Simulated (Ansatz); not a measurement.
System: wurtzite BeO. Method: LDA in Ansatz (PAW).

Numerical settings: plane-wave cutoff 520 eV, 18×18×8 k mesh (along the axes of the cell as run), Fermi–Dirac smearing 0.01 eV, scalar-relativistic PAW data made under PBE.

Response to compression and expansion (c/a stays at 1.625):

Shape and atoms are relaxed at each volume.

```json
[
 {"V (Å³/atom)": "6.389", "P (GPa)": "10.22", "direct gap at Γ (eV)": "8.388"},
 {"V (Å³/atom)": "6.522", "P (GPa)": "4.87", "direct gap at Γ (eV)": "8.158"},
 {"V (Å³/atom)": "6.655", "P (GPa)": "0.00", "direct gap at Γ (eV)": "7.939"},
 {"V (Å³/atom)": "6.788", "P (GPa)": "-4.42", "direct gap at Γ (eV)": "7.728"},
 {"V (Å³/atom)": "6.921", "P (GPa)": "-8.45", "direct gap at Γ (eV)": "7.521"}
]
```

A straight line through the gaps at Γ against ln V gives a volume deformation potential dE_g(Γ)/d ln V of -10.8 eV: the gap at Γ widens under compression.

Measured, for comparison: band gap 11.29 eV (zero-point renormalisation of 699 meV (computed, non-adiabatic AHC, without the lattice-expansion part) added back; as tabulated in Miglio et al. (2020), arXiv:2011.12765).

Ansatz is a program for electronic structure.
